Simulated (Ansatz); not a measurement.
**Polymorphs of Mo₆H**

The calculation used DFT PBE, scalar-relativistic, plane waves, PAW in Ansatz. All cells share a 420 eV cutoff and Γ-centred k meshes spaced at most about 0.3 Å⁻¹ (about 0.25 or finer for metals, 2π included). No spin polarisation.

The zero of energy is the elements' standard structures at the same level (H₂ as a molecule); no fitted shifts are applied.

These are static total energies at zero pressure. The comparison covers the computed candidates alone. With hydrogen, zero-point motion can shift formation energies by some tens of meV/atom.

Invented guesses were relaxed alike, and ends that match in structure were merged. ΔE counts from the first row. Coordination counts Mo atoms around H (those within 1.25 times the shortest such distance or 1.15 times the sum of covalent radii; a plus sign parts nearer from farther groups). The ends were matched against large subsets of the Crystallography Open Database and the Materials Project, so a missing match doesn't prove that a structure is unreported.

```csv
#,reached from,type and space group,atoms,Å³/atom,coordination,ΔE (meV/atom),gap on mesh (eV),in databases
1,a cell proposed by chemical analogy,P-4m2 (No. 115),7,14.0,H 4,0,0.00,no match
2,a cell proposed by chemical analogy,P4/mmm (No. 123),7,13.9,H 2+4,18,0.00,no match
3,a cell proposed by chemical analogy,P-3m1 (No. 164),7,14.1,H 6,219,0.00,no match
```

The lowest: Space group P-4m2 (No. 115), tetragonal, a = 3.181 Å, c = 9.681 Å. H has 4 Mo at 1.86 Å and 4 Mo at 2.94 Å; around Mo on its first site lie 8 Mo at 2.72–2.76 Å and 6 Mo at 3.12–3.18 Å; around Mo on its second site lie 2 H at 1.86 Å, 4 Mo at 2.71 Å, 9 Mo at 2.96–3.18 Å and 1 Mo at 3.43 Å; around Mo on its third site lie 8 Mo at 2.71–2.76 Å, 2 H at 2.94 Å, 5 Mo at 3.13–3.18 Å and 1 Mo at 3.43 Å. Its energy over the elements is +0.08 eV/atom. It can't be a ground state, since the elements alone are lower. An observed structure of this formula, if there is one, may be missing.

```cif
data_structure
_symmetry_space_group_name_H-M 'P-4m2'
_symmetry_Int_Tables_number 115
_cell_length_a 3.1808
_cell_length_b 3.1808
_cell_length_c 9.6811
_cell_angle_alpha 90.000
_cell_angle_beta 90.000
_cell_angle_gamma 90.000
_cell_volume 97.95
loop_
_atom_site_label
_atom_site_type_symbol
_atom_site_symmetry_multiplicity
_atom_site_Wyckoff_symbol
_atom_site_fract_x
_atom_site_fract_y
_atom_site_fract_z
_atom_site_occupancy
H1 H 1 a 0.00000 0.00000 0.00000 1
Mo1 Mo 2 g 0.50000 0.00000 0.57887 1
Mo2 Mo 2 g 0.00000 0.50000 0.09934 1
Mo3 Mo 2 g 0.00000 0.50000 0.74465 1
```

The second: Space group P4/mmm (No. 123), tetragonal, a = 3.137 Å, c = 9.911 Å. H has 2 Mo at 1.85 Å and 4 Mo at 2.22 Å; around Mo on a site of symmetry 4mm lie 1 H at 1.85 Å, 4 Mo at 2.68 Å, 4 Mo at 2.89 Å and 5 Mo at 3.11–3.14 Å; around Mo on a site of symmetry 4/mmm lie 4 H at 2.22 Å, 8 Mo at 2.89 Å, 4 Mo at 3.14 Å and 2 Mo at 3.36 Å; around Mo on a second site of symmetry 4mm lie 8 Mo at 2.68–2.73 Å, 5 Mo at 3.14–3.19 Å and 1 Mo at 3.36 Å; 1 more site not described. Counting Mo atoms around H, the first has H 4 and the second has H 2+4. Cells relaxed within their symmetry can be saddle points. Some structure types and database cells were kept out of the candidates from the start, so a known form may be missing.
